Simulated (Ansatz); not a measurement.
## Te2Mo in Ansatz: the effect of functional

Te2Mo, a slab with vacuum:

```
Te Mo
1.0
     3.58381    0.00000    0.00000
    -1.79191    3.10367    0.00000
     0.00000    0.00000   17.64011
Te Mo
2 1
Direct
  0.33333 0.66667 0.10214
  0.33333 0.66667 0.89786
  0.00000 0.00000 0.00000
```

The cell isn't the ideal one: volume scaled by 1.02.

Alike in all runs:

```yaml
Program: Ansatz 0.2.0
Task: single point
Potentials_or_basis: Ansatz PAW
k_mesh: 9 × 9 × 2
Occupations: fermi-dirac, width 0.05 eV
Spin: no spin polarisation
```

```tsv
functional	cutoff	gap on the mesh (eV)	largest force (eV/Å)
LDA	420 eV (not typed: the program's choice for these potentials)	1.01	0.68
PBEsol	420 eV (not typed: the program's choice for these potentials)	1.02	0.44
r2SCAN	500 eV (not typed: the program's choice for these potentials)	?	?
```

Q: What does the run with functional r2SCAN give?

A: gap on the mesh 1.09 eV; largest force 0.29 eV/Å.

Caveats: odd divisions of the mesh miss points on the zone boundary, where band edges often lie, so the gap on the mesh can be too wide; spin-orbit coupling is left out, which moves the levels of the heavy elements; the PAW data sets come from PBE, with cores solved anew for the run's functional, which leaves a small shift of forces and pressure.

A k mesh can miss the band edges.

Runs at the PBE level aren't shown here.
